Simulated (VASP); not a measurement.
The system is SiC.

```
Si C
1.0
     3.07569    0.00000    0.00000
    -1.53785    2.66363    0.00000
     0.00000    0.00000   10.07065
Si C
4 4
Direct
  0.66667 0.33333 0.93784
  0.33333 0.66667 0.43784
  0.00000 0.00000 0.68789
  0.00000 0.00000 0.18789
  0.66667 0.33333 0.74980
  0.33333 0.66667 0.24980
  0.00000 0.00000 0.50046
  0.00000 0.00000 0.00046
```

The cell is a database's computed one.

```yaml
Program: VASP 6.6.1
Task: relaxation of cell and atoms
Functional: RPBE
Potentials_or_basis: VASP PAW PBE potentials, release 64 (Si, C)
Cutoff: 600 eV
k_mesh: 12 × 12 × 3
Occupations: gaussian, width 0.03 eV
Spin: no spin polarisation
```

At the start: pressure 6.5 GPa; volume 10.31 Å³/atom.

Q: How do energy, volume and symmetry change on relaxing?

A: Over 5 steps the energy falls by 6.2 meV/atom and the volume is 10.62 Å³/atom (+3.0 %); space group P6_3mc (No. 186, to 0.05 Å).

The path:
| step | energy change (eV) | largest force (eV/Å) | pressure (GPa) | volume (Å³) |
| --- | --- | --- | --- | --- |
| 1 | 0.0000 | 0.0100 | 6.52 | 82.50 |
| 2 | -0.0004 | 0.0289 | -5.86 | 87.62 |
| 3 | -0.0495 | 0.0109 | -0.02 | 85.01 |
| 4 | -0.0495 | 0.0105 | 0.11 | 84.96 |
| 5 | -0.0495 | 0.0075 | 0.10 | 84.96 |

Final structure:
```
CELL_PARAMETERS angstrom
3.10607 0.00000 0.00000
-1.55304 2.68994 0.00000
0.00000 0.00000 10.16889
ATOMIC_POSITIONS crystal
Si 0.66667 0.33333 0.93786
Si 0.33333 0.66667 0.43786
Si 0.00000 0.00000 0.68791
Si 0.00000 0.00000 0.18791
C 0.66667 0.33333 0.74980
C 0.33333 0.66667 0.24980
C 0.00000 0.00000 0.50043
C 0.00000 0.00000 0.00043
```

Caveat: the PAW data sets were made with another functional, which shifts forces and pressure a little.
